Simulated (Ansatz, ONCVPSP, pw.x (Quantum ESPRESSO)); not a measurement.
## What a changed setting does to a pw.x run (bcc Rh)

Potential: optimised norm-conserving Vanderbilt (ONCV), ONCVPSP 4.0.1.1 (patched build), PBE; core [Ar] 3d10, reference 4s2 4p6 4d7 5s2; waves: 4s+5s: rc 1.85 bohr, ncon 4, nbas 9, qcut 5.2 1/bohr, 2 projectors; 4p: rc 1.45 bohr, ncon 3, nbas 6, qcut 7.5 1/bohr, 1 projector; 4d: rc 2.20 bohr, ncon 4, nbas 9, qcut 8.2 1/bohr, 2 projectors, debl 3.2 Ha; local part: polynomial inside 1.30 bohr (lpopt 5, dvloc0 2 Ha); core correction: Teter function, fcfact 2.75, rcfact 1.1.

The reference run (k-mesh 15³, cutoffs 60/240 Ry, Fermi–Dirac 0.01 Ry, mixing_beta 0.4, conv_thr 1e-9, no spin) gives 0.43 GPa at 14.536 Å³/atom, where all-electron LAPW gives -0.18 GPa. This run, with its own iteration cap, changes smearing to mv.

```
&control
  calculation='scf', prefix='x', pseudo_dir='./', outdir='./tmp', tstress=.true., disk_io='none'
/
&system
  ibrav=0, nat=1, ntyp=1, ecutwfc=60, ecutrho=240, nbnd=17,
  occupations='smearing', smearing='mv', degauss=0.01
/
&electrons
  conv_thr=1e-09, mixing_beta=0.4, electron_maxstep=60
/
ATOMIC_SPECIES
Rh 1.0 Rh.UPF
CELL_PARAMETERS angstrom
  -1.53742867 1.53742867 1.53742867
  1.53742867 -1.53742867 1.53742867
  1.53742867 1.53742867 -1.53742867
ATOMIC_POSITIONS crystal
Rh 0.0000 0.0000 0.0000
K_POINTS automatic
15 15 15 0 0 0
```

```bash
pw.x < Rh.scf.in > Rh.scf.out
```

Task: How does the run end?

Result: It converges in 7 iterations; the free energy moves by +72.8 meV/atom and the pressure by -1.04 GPa. This scheme is built to cancel the term in the square of the width that Fermi–Dirac smearing leaves in the F of a metal.

```
Message from routine setup:
     using ibrav=0 with symmetry is DISCOURAGED, use correct ibrav instead
     lattice parameter (alat)  =       5.0322  a.u.
     unit-cell volume          =      98.0938 (a.u.)^3
     number of electrons       =        17.00
     number of Kohn-Sham states=           17
     kinetic-energy cutoff     =      60.0000  Ry
     charge density cutoff     =     240.0000  Ry
     scf convergence threshold =      1.0E-09
     Exchange-correlation= PBE
     number of k points=   120  Marzari-Vanderbilt smearing, width (Ry)=  0.0100
     iteration #  1     ecut=    60.00 Ry     beta= 0.40
     total energy              =    -224.66160290 Ry
     estimated scf accuracy    <       0.00249496 Ry
     iteration #  2     ecut=    60.00 Ry     beta= 0.40
     total energy              =    -224.66145274 Ry
     estimated scf accuracy    <       0.00074016 Ry
     iteration #  3     ecut=    60.00 Ry     beta= 0.40
     total energy              =    -224.66148868 Ry
     estimated scf accuracy    <       0.00000864 Ry
     iteration #  4     ecut=    60.00 Ry     beta= 0.40
     total energy              =    -224.66148976 Ry
     estimated scf accuracy    <       0.00000121 Ry
     iteration #  5     ecut=    60.00 Ry     beta= 0.40
     total energy              =    -224.66148984 Ry
     estimated scf accuracy    <       0.00000002 Ry
     iteration #  6     ecut=    60.00 Ry     beta= 0.40
     total energy              =    -224.66148984 Ry
     estimated scf accuracy    <          2.2E-09 Ry
     iteration #  7     ecut=    60.00 Ry     beta= 0.40
     the Fermi energy is    20.8943 ev
!    total energy              =    -224.66148984 Ry
     estimated scf accuracy    <          1.2E-11 Ry
     smearing contrib. (-TS)   =      -0.00002719 Ry
     The total energy is F=E-TS. E is the sum of the following terms:
     one-electron contribution =     -57.55783712 Ry
     hartree contribution      =      40.05670213 Ry
     xc contribution           =     -26.15809989 Ry
     ewald contribution        =    -181.00222778 Ry
     convergence has been achieved in   7 iterations
          total   stress  (Ry/bohr**3)                   (kbar)     P=       -6.03
     Message from routine punch:
     Nothing written, as per user request (disk_io='none')
```

The run took about 11 s on one core of a shared host (Neoverse-V2, 48 threads, 185 GiB, load 15).
